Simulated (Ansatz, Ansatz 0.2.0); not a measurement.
# Bulk modulus of hexagonal Re₂C: PBEsol, r2SCAN and LDA all stiffer than single-crystal compression

## Background

The reference is a single-crystal X-ray diffraction study under compression, "Novel rhenium carbides at 200 GPa" (2020, arXiv:2002.01221). A crystal of Re₂C was compressed in neon to about 50 GPa, and a third-order Birch-Murnaghan fit to the pressure-volume data gave a bulk modulus of 375 ± 15 GPa. An earlier powder experiment in a hard pressure medium gave 405 ± 30 GPa with a pressure derivative of 4.6. The two agree within their uncertainties. I take the single-crystal value as the reference, because non-hydrostatic stress in a hard medium can make a sample look stiffer than it is. Neither number is a direct elastic measurement: each is a fit parameter, correlated with the pressure derivative. Shear moduli and the Debye temperature are not compared here.

| compared with | measured | source's wording or label | method |
| --- | --- | --- | --- |
| B (Reuss) (GPa) | 375 ± 15 | 375 ± 15 GPa | single-crystal XRD under compression * |
| B (Reuss) (GPa) | 405 ± 30 | 405 ± 30 GPa | powder XRD under compression |

Where a quantity has several values, deviations refer to the one marked *.

## Strategy

The aim is the zero-pressure bulk modulus of Re₂C in the hexagonal anti-MoS₂ type structure, with six atoms in the cell. I compute the elastic tensor with relaxed ions and take its Reuss bulk modulus, which is the response to hydrostatic pressure and so the proper partner of a compression experiment. The starting cell comes from earlier theory, so cell and atoms are relaxed anew with each functional.

Success means agreement with the reference within 5 %, about 19 GPa. That is a fair demand on a semilocal functional for a stiff metal, and tight enough to expose a functional that binds clearly too strongly or too weakly. The calculation is for a static lattice at 0 K; zero-point motion and room temperature should soften a carbide this stiff by roughly 1 to 3 %, so a good static value ought to lie slightly high.

I start with PBEsol, then test the numerical settings that matter for a metal and set a neighbouring functional beside the result.

Plain PBE is not among the levels examined in this study.

System: Re2C, hexagonal anti-MoS2 type; P6_3/mmc (No. 194), 6 atoms in the primitive cell; the database structure is a structure relaxed by earlier theory, not a measurement: a = 2.856 Å, c = 9.863 Å.

## 1. PBEsol as the first choice

PBEsol was built for equilibrium properties of dense solids, and the bulk modulus depends strongly on the equilibrium volume. I do not begin with LDA, which usually binds too strongly and gives too stiff a lattice, nor with BLYP, which tends to describe heavy metals poorly and to make them too soft. I expect PBEsol to come out somewhat above the measured value, by more than the thermal softening alone.

**Run 1.** Ansatz 0.2.0: PBEsol, cell and atoms relaxed from the database structure, PAW set soft_2, cutoff 420 eV (default), 18x18x6 k mesh, Methfessel-Paxton smearing 0.25 eV; elastic constants by two-point finite strains with relaxed ions, amplitude 0.01.

Key lines of the input:
```
crystal:
  # lattice and atoms
kpoints:
  mp_grid: { grid: [18, 18, 6] }
hamiltonian:
  xc: pbesol
scf:
  occupations: { method: methfessel_paxton, width: 0.25 }
output:
  stress: true
elastic:
  mode: relaxed_ion
  stencil: two_point
  amplitude: 0.01
```

Command:
```
ansatz run input.yaml --threads 8 --pin off --max-ram 16384MiB --backend cpu --events-out ev --progress --plain --runs-dir out
```

Selected lines of the output:
```
  moduli (Voigt/Reuss/Hill, GPa): K = 430.75/426.61/428.68   G = 286.91/283.08/285.00   E = 699.89   ν = 0.228
```

Converged; 3.2 min on 8 cores of Arm Neoverse V2, shared host (all steps together).

| quantity | run 1 | measured | deviation |
| --- | --- | --- | --- |
| B (Reuss) (GPa) | 426.6 | 375 ± 15 | +51.6 (+13.8 %) |
| conventional cell volume (Å³) | 68.35 |  |  |
| pressure (GPa) | −0.020100 |  |  |
| G (Hill) (GPa) | 285.0 |  |  |
| C11 (GPa) | 772.0 |  |  |
| C12 (GPa) | 237.2 |  |  |

PBEsol gives 426.6 GPa, 13.8 % above the single-crystal value and well outside the 5 % target. I had expected it to be high, but not by this much: thermal and zero-point softening of a few per cent covers only a small part of the gap. The averaging is not to blame either, since the Voigt and Reuss bounds differ by about 4 GPa. The earlier powder value of 405 ± 30 GPa does include this result within its uncertainty, but that is the measurement more open to an upward bias.

## 2. Mesh, cutoff and smearing under LDA

Before I blame the functional or question the experiment, I want to know whether the numerical settings can move the modulus by tens of GPa. I test them under LDA with the same PAW set: one run with a denser k mesh, one with a higher cutoff on a coarser mesh, and one with much narrower smearing. More than one setting changes between any two of these runs, so close agreement would speak for all of them barring a cancellation, while a disagreement would need sorting out. This tests LDA directly and PBEsol only by analogy. The same runs set the neighbouring functional beside PBEsol; I expect LDA to be stiffer still, and the three values to lie within about 1 % of each other.

**Run 2.** Ansatz 0.2.0: LDA, cell and atoms relaxed from the database structure, PAW set soft_2, cutoff 420 eV (default), 21x21x6 k mesh, Methfessel-Paxton smearing 0.25 eV; elastic constants by two-point finite strains with relaxed ions, amplitude 0.01.

Key lines of the input, as changed from run 1:
```diff
  kpoints:
-   mp_grid: { grid: [18, 18, 6] }
+   mp_grid: { grid: [21, 21, 6] }
  hamiltonian:
-   xc: pbesol
+   xc: lda
```

Command:
```
ansatz run input.yaml --threads 4 --pin off --max-ram 16384MiB --backend cpu --events-out ev --progress --plain --runs-dir out
```

Selected lines of the output:
```
  moduli (Voigt/Reuss/Hill, GPa): K = 446.21/441.87/444.04   G = 293.59/289.75/291.67   E = 717.84   ν = 0.231
```

Converged; 8.4 min on 4 cores of Arm Neoverse V1, shared host (all steps together).

**Run 3.** Ansatz 0.2.0: LDA, cell and atoms relaxed from the database structure, PAW set soft_2, cutoff 550 eV, 15x15x4 k mesh, Methfessel-Paxton smearing 0.25 eV; elastic constants by two-point finite strains with relaxed ions, amplitude 0.01.

Key lines of the input, as changed from run 2:
```diff
  kpoints:
-   mp_grid: { grid: [21, 21, 6] }
+   mp_grid: { grid: [15, 15, 4] }
+ basis:
+   ecutwfc: 550.0
```

Selected lines of the output:
```
  moduli (Voigt/Reuss/Hill, GPa): K = 446.41/442.15/444.28   G = 300.48/296.51/298.50   E = 731.64   ν = 0.226
```

Converged; 2 min on 8 cores of Arm Neoverse V2, shared host (all steps together).

**Run 4.** Ansatz 0.2.0: LDA, cell and atoms relaxed from the database structure, PAW set soft_2, cutoff 420 eV (default), 18x18x6 k mesh, Methfessel-Paxton smearing 0.1 eV; elastic constants by two-point finite strains with relaxed ions, amplitude 0.01.

Key lines of the input, as changed from run 1:
```diff
  hamiltonian:
-   xc: pbesol
+   xc: lda
  scf:
-   occupations: { method: methfessel_paxton, width: 0.25 }
+   occupations: { method: methfessel_paxton, width: 0.1 }
```

Selected lines of the output:
```
  moduli (Voigt/Reuss/Hill, GPa): K = 446.11/441.70/443.91   G = 291.75/287.81/289.78   E = 713.98   ν = 0.232
```

Converged; 3 min of wall time (all steps together).

| quantity | run 2 | run 3 | run 4 | measured |
| --- | --- | --- | --- | --- |
| B (Reuss) (GPa) | 441.9 | 442.2 | 441.7 | 375 ± 15 |
| conventional cell volume (Å³) | 67.38 | 67.37 | 67.38 |  |
| pressure (GPa) | −0.000025 | −0.004891 | −0.000062 |  |
| G (Hill) (GPa) | 291.7 | 298.5 | 289.8 |  |
| C11 (GPa) | 793.6 | 806.6 | 789.8 |  |
| C12 (GPa) | 248.3 | 241.8 | 250.4 |  |

The three LDA runs agree on the bulk modulus to within 0.5 GPa, so none of these settings looks able to account for a miss of tens of GPa, unless their effects cancel. The shear response is less settled: the run with the higher cutoff and coarser mesh has a larger C11 and a smaller C12, and its Hill shear modulus is 6.8 GPa above that of the densest mesh. These shifts largely offset each other in the bulk modulus. I can't say from these runs whether mesh or cutoff causes them.

LDA is stiffer than PBEsol by about 15 GPa, with a cell about 1.4 % smaller, which is the order I expected. It moves further from the single-crystal value.

## 3. Strain amplitude and a meta-GGA

Two things remain that bear on the miss. The elastic constants come from finite strains of 0.01, and in a crystal this stiff the anharmonic part of the stress could leak into them; halving the amplitude under LDA tests that. I expect a change of a few GPa at most. The other is the functional: r2SCAN is built differently from both LDA and PBEsol, so it shows whether the high modulus is peculiar to those two. I expect it to stay near PBEsol and above the target range. I leave BLYP out, because a softer value from a functional poorly suited to a 5d metal would explain nothing even if it fell near the measurement.

**Run 5.** Ansatz 0.2.0: LDA, cell and atoms relaxed from the database structure, PAW set soft_2, cutoff 420 eV (default), 18x18x6 k mesh, Methfessel-Paxton smearing 0.25 eV; strain amplitude 0.005; elastic constants by two-point finite strains with relaxed ions.

Key lines of the input, as changed from run 1:
```diff
  hamiltonian:
-   xc: pbesol
+   xc: lda
  elastic:
-   amplitude: 0.01
+   amplitude: 0.005
```

Selected lines of the output:
```
  moduli (Voigt/Reuss/Hill, GPa): K = 446.01/441.69/443.85   G = 293.96/290.09/292.03   E = 718.51   ν = 0.230
```

Converged; 2.8 min of wall time (all steps together).

**Run 6.** Ansatz 0.2.0: r2SCAN, cell and atoms relaxed from the database structure, PAW set soft_2, cutoff 500 eV (default), 15x15x4 k mesh, Methfessel-Paxton smearing 0.25 eV; elastic constants by two-point finite strains with relaxed ions, amplitude 0.01.

Key lines of the input, as changed from run 3:
```diff
  hamiltonian:
-   xc: lda
+   xc: r2scan
- basis:
-   ecutwfc: 550.0
```

Selected lines of the output:
```
  moduli (Voigt/Reuss/Hill, GPa): K = 426.22/421.89/424.05   G = 293.23/288.73/290.98   E = 710.44   ν = 0.221
```

Converged; 5.5 min on 4 cores of Arm Neoverse V2, shared host (all steps together).

| quantity | run 5 | run 6 | measured |
| --- | --- | --- | --- |
| B (Reuss) (GPa) | 441.7 | 421.9 | 375 ± 15 |
| conventional cell volume (Å³) | 67.38 | 69.07 |  |
| pressure (GPa) | 0.000004 | −0.002402 |  |
| G (Hill) (GPa) | 292.0 | 291.0 |  |
| C11 (GPa) | 794.1 | 781.4 |  |
| C12 (GPa) | 247.9 | 224.1 |  |

Halving the strain amplitude leaves the LDA bulk modulus at 441.7 GPa, within 0.2 GPa of the densest-mesh run at the full amplitude. Anharmonic leakage from the finite strains is therefore no explanation for the stiffness under LDA.

r2SCAN gives 421.9 GPa, the lowest of the three functionals but still 12.5 % above the single-crystal value. It lies only 4.7 GPa below PBEsol, in a cell about 1 % larger. The high modulus is thus not peculiar to LDA and PBEsol. A softening of 1 to 3 % for temperature and zero-point motion would take off roughly 4 to 13 GPa, while the excess is 46.9 GPa, so r2SCAN misses the target too.

With three functionals erring in the same direction, the reference itself deserves a question. Its modulus is fitted together with the pressure derivative, and a derivative fitted too high would pull the modulus down. I have not examined that correlation here, so it remains a conjecture, as does a common error of the functionals or of the PAW set they share.

## Results at a glance

| run | settings | B (Reuss) (GPa) | deviation | cost |
| --- | --- | --- | --- | --- |
| 1 | PBEsol, 18x18x6 mesh | 426.6 | +51.6 (+13.8 %) | 25 core-min |
| 2 | LDA, 21x21x6 mesh | 441.9 | +66.9 (+17.8 %) | 34 core-min |
| 3 | LDA, cutoff 550 eV | 442.2 | +67.2 (+17.9 %) | 16 core-min |
| 4 | LDA, 18x18x6 mesh, Methfessel-Paxton smearing 0.1 eV | 441.7 | +66.7 (+17.8 %) | 24 core-min |
| 5 | LDA, 18x18x6 mesh, strain amplitude 0.005 | 441.7 | +66.7 (+17.8 %) | 22 core-min |
| 6 | r2SCAN, cutoff 500 eV | 421.9 | +46.9 (+12.5 %) | 22 core-min |
|  | measured | 375 ± 15 |  |  |

## How well does the simulation do?

The calculation misses the target. PBEsol, the level I committed to, gives a bulk modulus of 426.6 GPa, 13.8 % above the single-crystal value where I had allowed 5 %, for 25 core-minutes. r2SCAN comes nearest at +12.5 % and LDA is furthest off at almost +18 %. Against the older powder value of 405 GPa, r2SCAN would fall within 5 % and PBEsol just outside, but I trust that measurement less and do not move the reference to suit the result.

The r2SCAN run was the most useful addition, because it showed that the excess is not confined to LDA and PBEsol. The four LDA runs agree within 0.5 GPa across changes of mesh, cutoff, smearing and strain amplitude. Fewer would have done, and I should have spent one on PBEsol itself, whose convergence I infer only by analogy.

Temperature and zero-point motion act in the right direction, but my rough 1 to 3 % removes at most about 13 of the 51.6 GPa excess. The rest is open. A pressure derivative fitted too high would lower the measured modulus, by an amount I can't state. Carbon is hard to locate beside rhenium, so a sample that departs from the ideal structure or composition is also conceivable. An error common to the three functionals or to their shared PAW set is not excluded either, and other functionals may do better. The next step I would take is to compute the compression curve to 50 GPa and fit it as the experiment was fitted, which would compare like with like.

[Logs are printed without paths, hosts, clocks, repeated set-up lines and the standing remarks that a program may print on its own settings, such as how far it seeks lower states.]

[The runs shown are a pick from a larger set of finished runs; failed, doubtful and other runs were left out of it ahead of writing. So were measured values far from every level or from commonly accepted values, and agreement can look better than it is. Lines of input and output are excerpts and may be shortened.]

[The starting structure comes from the Materials Project. Plain PBE was run on this system too; it isn't shown.]
